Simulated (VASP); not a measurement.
C, 2 atoms in the cell. Symmetry: Fd-3m, No. 227, cubic system. Conventional cell: a = 3.463 Å, b = 3.463 Å, c = 3.463 Å, α = 90.00°, β = 90.00°, γ = 90.00°. C (site symmetry -43m) has 4 C at 1.50 Å as nearest neighbours. This isn't the form of C at room conditions, which is graphite. The cell isn't the ideal one: a relaxed cell with its volume scaled by 0.91.

| Item | Value |
| --- | --- |
| Program | VASP 6.6.1 |
| Task | single point |
| Functional | PBE |
| Potentials or basis | VASP PAW PBE potentials, release 64 (C) |
| Cutoff | 520 eV |
| k mesh | 20 × 20 × 20 |
| Occupations | gaussian, width 0.02 eV |
| Spin | no spin polarisation |
| Further INCAR settings | ALGO = Fast; EDIFF = 1e-07; NBANDS = 11 |

Potentials or basis: VASP PAW PBE potentials, release 64 (C).

The run is started by

```bash
$ cat potpaw_PBE.64/C/POTCAR > POTCAR
$ mpirun -np 1 vasp_std > vasp.out
```

Hardware: 1 thread of Intel(R) Xeon(R) Platinum 8488C (Sapphire Rapids), with other jobs on the host.

Estimate the wall time of this run.

Wall time 15 s on 1 thread of Intel(R) Xeon(R) Platinum 8488C (Sapphire Rapids) (shared host), peak memory 0.13 GiB. Counts: scf iterations 12, k points 256.
